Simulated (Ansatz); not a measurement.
Consider BeO in the wurtzite structure (space group P6_3mc, No. 186).

```
BeO
1.0
    2.69049     0.00000     0.00000
   -1.34524     2.33003     0.00000
    0.00000     0.00000     4.36988
Be O
2 2
Cartesian
  1.34524   0.77668   0.00633
  0.00000   1.55335   2.19127
  1.34524   0.77668   2.72572
  0.00000   1.55335   0.54078
```

Cartesian axes are those of the cell as printed.

All numbers come from r2SCAN (Ansatz, an electronic-structure program, PAW, spin-orbit coupling left out).

The change: the cell is stretched by 0.87 % along y with no lateral relaxation; the atoms relax in the strained cell.

Problem. Predict the stress tensor and what it implies for the stiffness.

Solution. Stress of the strained cell less that of the base (GPa, compression positive):
```
  -1.05    0.00    0.00
   0.00   -3.96    0.00
   0.00    0.00   -0.74
```

Then −Δσ_ii/ε with ε = 0.0087 gives relaxed-ion elastic constants: C22 ≈ 455 GPa, C12 ≈ 120 GPa and C23 ≈ 85 GPa.

Stability against distortions was not tested.
